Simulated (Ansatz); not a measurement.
**hcp against bcc along the 4d metals**

Computed with DFT, BLYP, plane waves (420 eV) with PAW, scalar-relativistic in Ansatz. The PAW files were generated under PBE, with cores re-solved for the functional.

Each structure is relaxed within its symmetry, in the lowest magnetic state of the tried starts. Differences under about 8 meV lie within the error of the k-point mesh. Some of these cells lie far above the measured volume under this functional.

| element | E(hcp) − E(bcc) (meV/atom) | V(hcp) (Å³/atom) | V(bcc) (Å³/atom) | state of hcp | state of bcc |
| --- | --- | --- | --- | --- | --- |
| Y | -124 | 33.80 | 33.90 | spin not included | spin not included |
| Zr | -82 | 24.18 | 23.74 | spin not included | spin not included |
| Nb | 266 | 19.44 | 18.82 | spin not included | spin not included |
| Mo | 397 | 16.78 | 16.43 | spin not included | spin not included |
| Ru | -584 | 14.43 | 14.96 | spin not included | spin not included |
| Rh | -270 | 14.91 | 15.32 | spin not included | spin not included |
| Pd | -9 | 16.46 | 16.45 | spin not included | non-magnetic |
| Ag | -22 | 19.36 | 19.50 | spin not included | spin not included |
| Cd | -25 | 26.67 | 28.51 | spin not included | spin not included |
